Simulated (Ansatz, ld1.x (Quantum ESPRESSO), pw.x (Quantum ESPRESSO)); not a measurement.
**Equation-of-state test of one ultrasoft potential (P (Z = 15))**

phosphorus (P), ultrasoft, made with ld1.x (Quantum ESPRESSO) 7.5 (PBE, scalar-relativistic). Core [Ne], reference 3s2 3p3. Waves: 3s (bound): rcut 1.40, rcutus 1.85 bohr; 3s channel at -0.5 Ry: rcut 1.40, rcutus 1.85 bohr; 3p (bound): rcut 1.20, rcutus 1.70 bohr; 3p channel at 1.6 Ry: rcut 1.20, rcutus 1.70 bohr; 3d channel at -0.05 Ry: rcut 1.50, rcutus 1.90 bohr. Local part: all-electron potential smoothed inside 1.50 bohr (lloc = -2). Core correction: none. Augmentation charge: PSQ, inside the norm-conserving radii.

Crystal test: bcc P in pw.x 7.5, no spin, 15³ k-points, Fermi–Dirac smearing 0.01 Ry, cutoffs 40/340 Ry. The reference is all-electron LAPW (Ansatz 0.2.0) with the same functional, mesh and smearing; V0 and B0 come from Birch–Murnaghan fits to the pressures at five volumes. Errors are pseudo minus all-electron; Δ is the rms difference of the E(V) curves that follow from these fits, minima aligned, over ±6 % about the mean V0. Mesh and smearing are coarse, so the numbers serve the comparison and aren't converged zero-temperature values; the lattice is a test structure that the element need not adopt.

| V (Å³/atom) | P all-electron (GPa) | P pseudo (GPa) |
| --- | --- | --- |
| 13.593 | 4.70 | 5.12 |
| 13.950 | 1.90 | 2.26 |
| 14.308 | -0.58 | -0.27 |
| 14.666 | -2.78 | -2.53 |
| 15.023 | -4.74 | -4.54 |

All-electron: a0 = 3.052 Å (V0 = 14.22 Å³/atom), B0 = 95.6 GPa.

Pseudopotential: mean pressure error (GPa): +0.31; a0 (Å): 3.056; a0 error (%): +0.11; B0 error (%): +1.1; Δ (meV/atom): 1.0.

Problem. At the middle volume, how do free energy and pressure move when the wave cutoff is lowered (ecutrho held at 340 Ry)?

Solution.

| cutoff (Ry) | shift of F (meV/atom) | shift of P (GPa) |
| --- | --- | --- |
| 18 | +31.1 | -0.64 |
| 24 | +7.1 | -0.28 |
| 32 | +0.8 | -0.02 |

The run at the middle volume (120 k-points, 6 iterations) took about 5.1 s on one core of a shared host (Neoverse-V2, 96 threads, 742 GiB, load 44).
